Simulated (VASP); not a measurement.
All values below come from PBEsol GGA, VASP's PBE PAW potentials (set 64) (plane waves; VASP 6.6.1).

Input for VASP

File KPOINTS:
```
kpoints
0
G
7 7 7
```

### POSCAR
```
NaBr
4.1862050
  0.0000000000   0.7071068576   0.7071068576
  0.7071068576   0.0000000000   0.7071068576
  0.7071068576   0.7071068576   0.0000000000
Na Br
1 1
direct
  0.0000000000   0.0000000000   0.0000000000
  0.5000000000   0.5000000000   0.5000000000
```

INCAR:
```
# general
SYSTEM  = NaBr
PREC    = Accurate
ENCUT   = 530
LREAL   = .FALSE.
LASPH   = .TRUE.

# electronic loop
EDIFF   = 1E-7
NELM    = 100
ALGO    = Normal
LMAXMIX = 4

# smearing
ISMEAR  = 0
SIGMA   = 0.05

# functional
GGA     = PS

# ions
IBRION  = 6
NSW     = 1
ISIF    = 3
POTIM   = 0.015
NFREE   = 2

# output
LWAVE   = .FALSE.
LCHARG  = .FALSE.
```

POTCAR, in this order: Na_pv Br (PBE.64 set). Program: vasp_std.

Output

OUTCAR:
```
 ion  position               nearest neighbor table
   1  0.000  0.000  0.000-
   2  0.500  0.500  0.500-
  LATTYP: Found a face centered cubic cell.
 ALAT       =     5.9201885258
 Subroutine PRICEL returns:
 Original cell was already a primitive cell.
 Subroutine GETGRP returns: Found 48 space group operations
The static configuration has the point symmetry O_h .
The dynamic configuration has the point symmetry O_h .
 Subroutine INISYM returns: Found 48 space group operations
 Subroutine IBZKPT returns following result:
 Found     20 irreducible k-points:

 Following reciprocal coordinates:
            Coordinates               Weight
  0.000000  0.000000  0.000000      1.000000
  0.142857  0.000000  0.000000      8.000000
  0.285714  0.000000  0.000000      8.000000
  0.428571  0.000000  0.000000      8.000000
  0.142857  0.142857  0.000000      6.000000
  0.285714  0.142857  0.000000     24.000000
  0.428571  0.142857  0.000000     24.000000
 -0.428571  0.142857  0.000000     24.000000
 -0.285714  0.142857  0.000000     24.000000
...
```

**OSZICAR**
```
...
DAV:   4    -0.637468398208E+01   -0.41351E-04   -0.46128E-04  2257   0.160E-01    0.360E-02
DAV:   5    -0.637468789004E+01   -0.39080E-05   -0.16495E-05  2469   0.463E-02    0.598E-03
DAV:   6    -0.637468894232E+01   -0.10523E-05   -0.21050E-06  2534   0.153E-02    0.296E-03
DAV:   7    -0.637468914631E+01   -0.20399E-06   -0.72499E-07  2269   0.673E-03    0.114E-03
DAV:   8    -0.637468913412E+01    0.12187E-07   -0.22519E-08  1265   0.162E-03
   9 F= -.63746891E+01 E0= -.63746891E+01  d E =-.118778E-12
       N       E                     dE             d eps       ncg     rms          rms(c)
DAV:   1    -0.637885661211E+01   -0.41675E-02   -0.62787E-01  2434   0.758E+00    0.654E-01
DAV:   2    -0.637545971948E+01    0.33969E-02   -0.96131E-03  2320   0.101E+00    0.401E-01
DAV:   3    -0.637429528997E+01    0.11644E-02   -0.37100E-03  2563   0.484E-01    0.311E-02
DAV:   4    -0.637444071278E+01   -0.14542E-03   -0.24368E-04  2296   0.119E-01    0.193E-02
DAV:   5    -0.637463834990E+01   -0.19764E-03   -0.20538E-05  2520   0.359E-02    0.313E-03
DAV:   6    -0.637466473987E+01   -0.26390E-04   -0.14528E-06  2434   0.103E-02    0.175E-03
DAV:   7    -0.637468629427E+01   -0.21554E-04   -0.23733E-07  2320   0.423E-03    0.316E-04
DAV:   8    -0.637468839025E+01   -0.20960E-05   -0.15083E-08  1214   0.126E-03    0.162E-04
DAV:   9    -0.637468902768E+01   -0.63743E-06   -0.18353E-09  1190   0.452E-04    0.366E-05
DAV:  10    -0.637468914757E+01   -0.11989E-06   -0.24041E-10  1157   0.219E-04    0.197E-05
DAV:  11    -0.637468923085E+01   -0.83285E-07   -0.52057E-11  1160   0.101E-04
  10 F= -.63746892E+01 E0= -.63746892E+01  d E =-.259600E-11
       N       E                     dE             d eps       ncg     rms          rms(c)
DAV:   1    -0.639180893374E+01   -0.17120E-01   -0.69921E-01  2437   0.792E+00    0.946E-01
DAV:   2    -0.638092504327E+01    0.10884E-01   -0.12494E-02  2341   0.118E+00    0.573E-01
DAV:   3    -0.637464297926E+01    0.62821E-02   -0.78829E-03  2554   0.673E-01    0.533E-02
DAV:   4    -0.637468363406E+01   -0.40655E-04   -0.46576E-04  2314   0.162E-01    0.368E-02
DAV:   5    -0.637468745701E+01   -0.38230E-05   -0.17394E-05  2437   0.471E-02    0.623E-03
DAV:   6    -0.637468857547E+01   -0.11185E-05   -0.22971E-06  2531   0.157E-02    0.324E-03
DAV:   7    -0.637468877348E+01   -0.19801E-06   -0.78061E-07  2272   0.698E-03    0.126E-03
DAV:   8    -0.637468876230E+01    0.11181E-07   -0.23715E-08  1247   0.166E-03
  11 F= -.63746888E+01 E0= -.63746888E+01  d E =-.260315E-11
       N       E                     dE             d eps       ncg     rms          rms(c)
DAV:   1    -0.638355295692E+01   -0.88642E-02   -0.59056E-01  2440   0.726E+00    0.654E-01
DAV:   2    -0.637853664960E+01    0.50163E-02   -0.94048E-03  2350   0.100E+00    0.401E-01
DAV:   3    -0.637473774261E+01    0.37989E-02   -0.37312E-03  2521   0.510E-01    0.308E-02
DAV:   4    -0.637473514040E+01    0.26022E-05   -0.27291E-04  2335   0.130E-01    0.197E-02
DAV:   5    -0.637469632257E+01    0.38818E-04   -0.21042E-05  2557   0.375E-02    0.337E-03
DAV:   6    -0.637469260510E+01    0.37175E-05   -0.15159E-06  2434   0.114E-02    0.194E-03
DAV:   7    -0.637468938947E+01    0.32156E-05   -0.28301E-07  2365   0.485E-03    0.494E-04
DAV:   8    -0.637468934304E+01    0.46431E-07   -0.18051E-08  1211   0.154E-03
  12 F= -.63746893E+01 E0= -.63746893E+01  d E =-.259424E-11
       N       E                     dE             d eps       ncg     rms          rms(c)
DAV:   1    -0.639184220006E+01   -0.17153E-01   -0.71869E-01  2443   0.806E+00    0.946E-01
DAV:   2    -0.638092978986E+01    0.10912E-01   -0.12110E-02  2383   0.115E+00    0.573E-01
DAV:   3    -0.637464294257E+01    0.62868E-02   -0.78696E-03  2557   0.678E-01    0.532E-02
DAV:   4    -0.637468362709E+01   -0.40685E-04   -0.46505E-04  2308   0.160E-01    0.366E-02
DAV:   5    -0.637468761393E+01   -0.39868E-05   -0.15980E-05  2483   0.469E-02    0.719E-03
DAV:   6    -0.637468869040E+01   -0.10765E-05   -0.28501E-06  2513   0.173E-02    0.363E-03
DAV:   7    -0.637468884443E+01   -0.15403E-06   -0.91784E-07  2284   0.727E-03    0.164E-03
DAV:   8    -0.637468883142E+01    0.13019E-07   -0.25506E-08  1286   0.170E-03
  13 F= -.63746888E+01 E0= -.63746888E+01  d E =-.260144E-11
       N       E                     dE             d eps       ncg     rms          rms(c)
DAV:   1    -0.637637638479E+01   -0.16875E-02   -0.11643E+00  1006   0.911E+00    0.456E-01
DAV:   2    -0.637609391163E+01    0.28247E-03   -0.21634E-02   949   0.138E+00    0.280E-01
DAV:   3    -0.637478634263E+01    0.13076E-02   -0.21715E-03  1042   0.447E-01    0.167E-02
DAV:   4    -0.637483829663E+01   -0.51954E-04   -0.17540E-04   946   0.119E-01    0.109E-02
DAV:   5    -0.637487528580E+01   -0.36989E-04   -0.87989E-06  1044   0.306E-02    0.121E-03
DAV:   6    -0.637487885882E+01   -0.35730E-05   -0.77103E-07   955   0.826E-03    0.111E-03
DAV:   7    -0.637488061376E+01   -0.17549E-05   -0.44683E-08   548   0.190E-03    0.257E-04
DAV:   8    -0.637488099905E+01   -0.38529E-06   -0.86571E-09   473   0.102E-03    0.125E-04
DAV:   9    -0.637488122198E+01   -0.22293E-06   -0.14107E-09   455   0.486E-04    0.392E-05
DAV:  10    -0.637488125474E+01   -0.32767E-07   -0.26479E-10   452   0.226E-04
  14 F= -.63748813E+01 E0= -.63748813E+01  d E =-.256794E-13
       N       E                     dE             d eps       ncg     rms          rms(c)
DAV:   1    -0.637175952918E+01    0.31217E-02   -0.27571E+00   961   0.119E+01    0.467E-02
DAV:   2    -0.637481571347E+01   -0.30562E-02   -0.30796E-02   922   0.146E+00    0.137E-02
DAV:   3    -0.637488015176E+01   -0.64438E-04   -0.67675E-04  1073   0.218E-01    0.122E-02
DAV:   4    -0.637488088820E+01   -0.73645E-06   -0.25080E-05  1015   0.601E-02    0.432E-03
DAV:   5    -0.637488113382E+01   -0.24562E-06   -0.10544E-06  1026   0.101E-02    0.225E-03
DAV:   6    -0.637488125385E+01   -0.12003E-06   -0.64102E-08   803   0.298E-03    0.387E-04
DAV:   7    -0.637488125982E+01   -0.59695E-08   -0.75298E-09   488   0.137E-03
  15 F= -.63748813E+01 E0= -.63748813E+01  d E =-.257419E-13
       N       E                     dE             d eps       ncg     rms          rms(c)
DAV:   1    -0.637278376253E+01    0.20975E-02   -0.11560E+00   979   0.870E+00    0.161E-01
DAV:   2    -0.637488252925E+01   -0.20988E-02   -0.21486E-02   897   0.145E+00    0.608E-02
DAV:   3    -0.637489694911E+01   -0.14420E-04   -0.36306E-04  1045   0.205E-01    0.453E-02
DAV:   4    -0.637488687022E+01    0.10079E-04   -0.61004E-05   970   0.724E-02    0.143E-02
DAV:   5    -0.637488777387E+01   -0.90364E-06   -0.82028E-06   934   0.215E-02    0.447E-03
DAV:   6    -0.637488804257E+01   -0.26870E-06   -0.33035E-07  1021   0.548E-03    0.153E-03
DAV:   7    -0.637488799546E+01    0.47114E-07   -0.28627E-07   919   0.512E-03
  16 F= -.63748880E+01 E0= -.63748880E+01  d E =-.258454E-13
       N       E                     dE             d eps       ncg     rms          rms(c)
DAV:   1    -0.637221693737E+01    0.26711E-02   -0.93433E-01   904   0.499E+00    0.260E-01
DAV:   2    -0.637495203780E+01   -0.27351E-02   -0.28551E-02   880   0.122E+00    0.870E-02
DAV:   3    -0.637491610274E+01    0.35935E-04   -0.34410E-04  1057   0.155E-01    0.629E-02
DAV:   4    -0.637488661622E+01    0.29487E-04   -0.19045E-04   928   0.932E-02    0.178E-02
DAV:   5    -0.637488857734E+01   -0.19611E-05   -0.27592E-05   949   0.341E-02    0.853E-03
DAV:   6    -0.637488827627E+01    0.30107E-06   -0.14778E-06  1003   0.982E-03    0.722E-03
DAV:   7    -0.637488819454E+01    0.81729E-07   -0.34595E-06   913   0.117E-02    0.912E-03
DAV:   8    -0.637488802869E+01    0.16585E-06   -0.57828E-07   904   0.549E-03    0.478E-03
DAV:   9    -0.637488799942E+01    0.29272E-07   -0.14611E-07   665   0.246E-03
  17 F= -.63748880E+01 E0= -.63748880E+01  d E =-.256598E-13
```

OUTCAR:
```
------------------------ aborting loop because EDIFF is reached ----------------------------------------
  FORCE on cell =-STRESS in cart. coord.  units (eV):
  Direction    XX          YY          ZZ          XY          YZ          ZX
  --------------------------------------------------------------------------------------
  Total        0.0419533      0.0397445      0.0397445     -0.0000000      0.0000000      0.0000000
  in kB        1.2957765      1.2275548      1.2275548     -0.0000000      0.0000000      0.0000000
  external PRESSURE =       1.2502954 kB  Pullay stress =       0.0000000 kB
  volume of cell :       51.87
      direct lattice vectors                 reciprocal lattice vectors
     0.000000000  2.960094263  2.960094263    -0.168913540  0.168913540  0.168913540
     2.960094263  0.000000000  2.960094263     0.168913540 -0.168913540  0.168913540
     2.960094263  2.960094263  0.000000000     0.168913540  0.168913540 -0.168913540
 POSITION                                       TOTAL-FORCE (eV/Angst)
 -----------------------------------------------------------------------------------
      0.00000      0.00000      0.00000        -0.019008      0.000000      0.000000
      2.94509      2.96009      2.96009         0.019008      0.000000      0.000000
 -----------------------------------------------------------------------------------
    total drift:                                0.000115      0.000000      0.000000
  FREE ENERGIE OF THE ION-ELECTRON SYSTEM (eV)
  ---------------------------------------------------
  free  energy   TOTEN  =        -6.3748879994 eV

  energy  without entropy=       -6.3748879994  energy(sigma->0) =       -6.37488800

   1 f  =    4.192235 THz    26.340588 2PiTHz  139.837900 cm-1    17.337682 meV
             X         Y         Z           dx          dy          dz
      0.000000  0.000000  0.000000     0.265695    0.842206   -0.000000
      2.960094  2.960094  2.960094    -0.141146   -0.447407    0.000000

   2 f  =    4.192235 THz    26.340588 2PiTHz  139.837900 cm-1    17.337682 meV
             X         Y         Z           dx          dy          dz
      0.000000  0.000000  0.000000    -0.000000    0.000000    0.883122
      2.960094  2.960094  2.960094    -0.000000    0.000000   -0.469143

   3 f  =    4.192235 THz    26.340588 2PiTHz  139.837900 cm-1    17.337682 meV
             X         Y         Z           dx          dy          dz
      0.000000  0.000000  0.000000     0.842206   -0.265695    0.000000
      2.960094  2.960094  2.960094    -0.447407    0.141146    0.000000

   4 f/i=    0.016846 THz     0.105846 2PiTHz    0.561918 cm-1     0.069669 meV
             X         Y         Z           dx          dy          dz
      0.000000  0.000000  0.000000    -0.166040    0.432809    0.072127
      2.960094  2.960094  2.960094    -0.312557    0.814726    0.135772

   5 f/i=    0.016846 THz     0.105846 2PiTHz    0.561918 cm-1     0.069669 meV
             X         Y         Z           dx          dy          dz
      0.000000  0.000000  0.000000     0.034481   -0.064009    0.463475
      2.960094  2.960094  2.960094     0.064907   -0.120492    0.872453

   6 f/i=    0.016846 THz     0.105846 2PiTHz    0.561918 cm-1     0.069669 meV
             X         Y         Z           dx          dy          dz
      0.000000  0.000000  0.000000    -0.437421   -0.169335    0.009156
      2.960094  2.960094  2.960094    -0.823408   -0.318760    0.017236

 ELASTIC MODULI CONTR FROM IONIC RELAXATION (kBar)
 Direction    XX          YY          ZZ          XY          YZ          ZX
 --------------------------------------------------------------------------------
 XX           0.0000      0.0000      0.0000      0.0000      0.0000      0.0000
 YY           0.0000      0.0000      0.0000      0.0000      0.0000      0.0000
 ZZ           0.0000      0.0000      0.0000      0.0000      0.0000      0.0000
 XY           0.0000      0.0000      0.0000      0.0000      0.0000      0.0000
 YZ           0.0000      0.0000      0.0000      0.0000      0.0000      0.0000
 ZX           0.0000      0.0000      0.0000      0.0000      0.0000      0.0000
 --------------------------------------------------------------------------------

 TOTAL ELASTIC MODULI (kBar)
 Direction    XX          YY          ZZ          XY          YZ          ZX
 --------------------------------------------------------------------------------
 XX         471.0374     96.6786     96.6786      0.0000      0.0000     -0.0000
 YY          96.6786    471.0374     96.6786     -0.0000     -0.0000      0.0000
 ZZ          96.6786     96.6786    471.0374      0.0000     -0.0000     -0.0000
 XY           0.0000     -0.0000      0.0000     94.3123      0.0000      0.0000
 YZ           0.0000     -0.0000     -0.0000      0.0000     94.3123     -0.0000
 ZX          -0.0000      0.0000     -0.0000      0.0000     -0.0000     94.3123
 --------------------------------------------------------------------------------
```
(Selected blocks of OUTCAR.)

The compound is NaBr in the rock salt structure. It was relaxed first.
